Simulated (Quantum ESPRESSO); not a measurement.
Crystal: K.

```xyz
2
Lattice="4.7624 0.0000 0.0000 -2.3812 4.1244 0.0000 0.0000 0.0000 7.8300" Properties=species:S:1:pos:R:3 pbc="T T T"
K     2.3812    1.3748    5.8725
K     0.0000    2.7496    1.9575
```

This isn't the form of K at room conditions, which is bcc.

```yaml
Program: Quantum ESPRESSO 7.5
Task: phonons and electron-phonon coupling
Functional: PBE
Potentials_or_basis: GBRV 1.5 PBE
Cutoff: 612 eV
Density_cutoff: 4898 eV
k_mesh: 4 × 4 × 4
Occupations: methfessel-paxton, width 0.272 eV
Spin: no spin polarisation
Mixing_beta: 0.5
Most_SCF_iterations: 120
SCF_threshold: 4e-10 Ry
q_mesh: 4 × 4 × 2
```

The cell and the atoms were relaxed first, to 73.06 Å³/atom (a = 4.662 Å, b = 4.662 Å, c = 7.765 Å, α = 90.00°, β = 90.00°, γ = 120.00°), and the response was taken there.

```
K
1.0
     4.66154    0.00000    0.00000
    -2.33077    4.03701    0.00000
     0.00000    0.00000    7.76492
K
2
Direct
  0.66667 0.33333 0.75000
  0.33333 0.66667 0.25000
```

Is this structure dynamically stable at this level, and how far does the spectrum reach?

Yes, as far as this q mesh shows: no mode on the path is imaginary. The highest frequency is 80 cm⁻¹.

Phonon frequencies at the corners of the path (cm⁻¹, interpolated; i marks imaginary ones):
```
point        frequencies
    Γ     0 0 0 30 30 78
    M  33 38 55 62 74 75
    K  52 52 62 64 64 68
    A  21 21 21 21 52 52
    L  45 45 45 45 80 80
    H  37 37 64 64 71 71
```

Harmonic thermodynamics per atom at this volume (zero-point energy 9.5 meV, Debye temperature from the second moment 99 K):
```csv
T (K),free energy (meV),entropy (k_B),heat capacity Cv (k_B)
50,5.4,2.32,2.49
100,-9.0,4.19,2.86
200,-54.9,6.22,2.96
298.15,-112.8,7.41,2.98
500,-256.3,8.95,2.99
800,-507.3,10.36,3.00
```

Phonon states per cell in windows of 5 cm⁻¹ (negative: imaginary):
```csv
from (cm⁻¹),total
0,0.00
5,0.01
10,0.04
15,0.08
20,0.14
25,0.26
30,0.47
35,0.78
40,0.58
45,0.49
50,0.58
55,0.58
60,0.47
65,0.46
70,0.80
75,0.24
```

Caveat: the k mesh is coarse (spacing up to 0.38 Å⁻¹), so the values aren't converged; the mesh is thin for the phonons of a metal; λ from interpolated matrix elements is rough: modes that symmetry makes equal can differ by tens of percent.
